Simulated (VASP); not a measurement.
A VASP 6.6.1 single-point calculation on RbCl

INCAR

```
NSW = 0
ISMEAR = -1
GGA = PE
SIGMA = 0.02
ENCUT = 450
LWAVE = .FALSE.
LASPH = .TRUE.
IBRION = -1
PREC = Accurate
LREAL = .FALSE.
ISIF = 2
EDIFF = 1E-7
NELM = 50
LCHARG = .FALSE.
NBANDS = 20
```

KPOINTS

```
KPOINTS created by Atomic Simulation Environment
0
Gamma
6 6 6
0 0 0
```

POSCAR

```
Rb Cl
 1.0000000000000000
     0.0000000000000000    3.3719290749000002    3.3719290749000002
     3.3719290749000002    0.0000000000000000    3.3719290749000002
     3.3719290749000002    3.3719290749000002    0.0000000000000000
 Rb  Cl
   1   1
Cartesian
  0.0000000000000000  0.0000000000000000  0.0000000000000000
  3.3719290748999997  3.3719290748999997  3.3719290748999997
```

The recommended PBE PAW datasets give the neutral cell 16 valence electrons.

Command

```
mpirun -np 1 vasp_std
```

OSZICAR

```
N       E                     dE             d eps       ncg     rms          rms(c)
DAV:   1     0.698806771883E+02    0.69881E+02   -0.59516E+03   640   0.613E+02
DAV:   2    -0.201077615772E+01   -0.71891E+02   -0.67181E+02   860   0.134E+02
DAV:   3    -0.689960919774E+01   -0.48888E+01   -0.48598E+01   788   0.323E+01
DAV:   4    -0.706214170851E+01   -0.16253E+00   -0.16243E+00   980   0.542E+00
DAV:   5    -0.706294198929E+01   -0.80028E-03   -0.80027E-03   788   0.419E-01    0.290E+00
DAV:   6    -0.668355131742E+01    0.37939E+00   -0.34541E-01   756   0.257E+00    0.215E+00
DAV:   7    -0.665868098432E+01    0.24870E-01   -0.90371E-02   856   0.140E+00    0.138E+00
DAV:   8    -0.667357581553E+01   -0.14895E-01   -0.17632E-02   784   0.632E-01    0.256E-01
DAV:   9    -0.667386276809E+01   -0.28695E-03   -0.10605E-03   800   0.148E-01    0.120E-01
DAV:  10    -0.667471619638E+01   -0.85343E-03   -0.85149E-04   712   0.132E-01    0.217E-02
DAV:  11    -0.667472790911E+01   -0.11713E-04   -0.22824E-05   832   0.231E-02    0.103E-02
DAV:  12    -0.667473848594E+01   -0.10577E-04   -0.12269E-05   688   0.168E-02    0.135E-03
DAV:  13    -0.667473902062E+01   -0.53468E-06   -0.50157E-07   844   0.337E-03    0.252E-03
DAV:  14    -0.667473904546E+01   -0.24843E-07   -0.95032E-08   704   0.161E-03
   1 F= -.66747390E+01 E0= -.66747390E+01  d E =-.240593E-10
```

Standard output (part)

```
POSCAR found type information on POSCAR RbCl
 POSCAR found :  2 types and       2 ions
 LDA part: xc-table for (Slater+PW92), standard interpolation
 POSCAR, INCAR and KPOINTS ok, starting setup
 WAVECAR not read
 entering main loop
```

From OUTCAR

```
k-points           NKPTS =     16   k-points in BZ     NKDIM =     16   number of bands    NBANDS=     20

   NELECT =      16.0000    total number of electrons

   dimension x,y,z NGX =    36 NGY =   36 NGZ =   36
   dimension x,y,z NGXF=    72 NGYF=   72 NGZF=   72

  energy-cutoff  :      450.00
  volume of cell :       76.68
      direct lattice vectors                 reciprocal lattice vectors
     0.000000000  3.371929075  3.371929075    -0.148283071  0.148283071  0.148283071
     3.371929075  0.000000000  3.371929075     0.148283071 -0.148283071  0.148283071
     3.371929075  3.371929075  0.000000000     0.148283071  0.148283071 -0.148283071

 k-points in reciprocal lattice and weights: KPOINTS created by Atomic Simulation Env
   0.00000000  0.00000000  0.00000000       0.005
   0.16666667  0.00000000  0.00000000       0.037
   0.33333333  0.00000000  0.00000000       0.037
   0.50000000  0.00000000  0.00000000       0.019
   0.16666667  0.16666667  0.00000000       0.028
   0.33333333  0.16666667  0.00000000       0.111
   0.50000000  0.16666667  0.00000000       0.111
  -0.33333333  0.16666667  0.00000000       0.111
   ...

 E-fermi :  -1.7212

 k-point     1 :       0.0000    0.0000    0.0000
  band No.  band energies     occupation
      1     -26.2387      2.00000
      2     -14.0737      2.00000
      3     -10.2875      2.00000
      4     -10.2875      2.00000
      5     -10.2875      2.00000
      6      -2.1358      2.00000
      7      -2.1358      2.00000
      8      -2.1358      2.00000
      9       2.6357      0.00000
     10       5.7987      0.00000
     11       5.7987      0.00000
     12       5.7987      0.00000
     13       6.7361      0.00000
     14       6.7361      0.00000
     15       9.7324      0.00000
     16      14.3171      0.00000
     17      14.3171      0.00000
     18      14.3171      0.00000
     19      15.1833      0.00000
     20      15.1833      0.00000

 k-point     2 :       0.1667    0.0000    0.0000
  band No.  band energies     occupation
      1     -26.2360      2.00000
      2     -14.0844      2.00000
      3     -10.2903      2.00000
      4     -10.2903      2.00000
      5     -10.2845      2.00000
      6      -2.3601      2.00000
      7      -2.2093      2.00000
      8      -2.2093      2.00000
      9       3.2114      0.00000
     10       5.6182      0.00000
     11       6.1182      0.00000
     12       6.1182      0.00000
     13       7.0954      0.00000
     14       7.0954      0.00000
     15      10.7206      0.00000
     16      12.3990      0.00000
     17      13.1008      0.00000
     18      13.1008      0.00000
     19      14.4293      0.00000
     20      14.4294      0.00000

 k-point     3 :       0.3333    0.0000    0.0000
  band No.  band energies     occupation
      1     -26.2306      2.00000
      2     -14.1055      2.00000
      3     -10.2958      2.00000
      4     -10.2958      2.00000
      5     -10.2787      2.00000
      6      -2.7335      2.00000
      7      -2.3493      2.00000
      8      -2.3493      2.00000
      9       4.4891      0.00000
     10       5.5460      0.00000
     11       6.9916      0.00000
     12       6.9916      0.00000
     13       8.0136      0.00000
     14       8.0136      0.00000
     15      10.2141      0.00000
     16      11.0664      0.00000
     17      11.0664      0.00000
     18      12.4133      0.00000
     19      12.8641      0.00000
     20      12.8641      0.00000

 ...

  Total       -0.1404984     -0.1404984     -0.1404984      0.0000000     -0.0000000     -0.0000000
  in kB       -2.9357346     -2.9357346     -2.9357346      0.0000000     -0.0000000     -0.0000000
  external PRESSURE =      -2.9357346 kB  Pullay stress =       0.0000000 kB

 POSITION                                       TOTAL-FORCE (eV/Angst)
 -----------------------------------------------------------------------------------
      0.00000      0.00000      0.00000         0.000000     -0.000000      0.000000
      3.37193      3.37193      3.37193        -0.000000      0.000000     -0.000000
 -----------------------------------------------------------------------------------
    total drift:                                0.000000      0.000000      0.000000

  FREE ENERGIE OF THE ION-ELECTRON SYSTEM (eV)
  ---------------------------------------------------
  free  energy   TOTEN  =        -6.6747390455 eV

  energy  without entropy=       -6.6747390454  energy(sigma->0) =       -6.67473905
```

It converged. Results: gap between bands v and c on the k mesh 4.77 eV; least direct gap on the k mesh 4.77 eV; pressure -0.3 GPa. Band v is the last that the valence electrons fill when counted band by band, and c is the next.

For comparison, a separate PBE run of the intended cell, on usual settings and not on those above, gives a gap of 4.77 eV on its mesh and a pressure of -0.3 GPa.

The run above took about 19 s on one core of a shared host (Intel Xeon Platinum 8488C) and held 0.19 GiB at most.
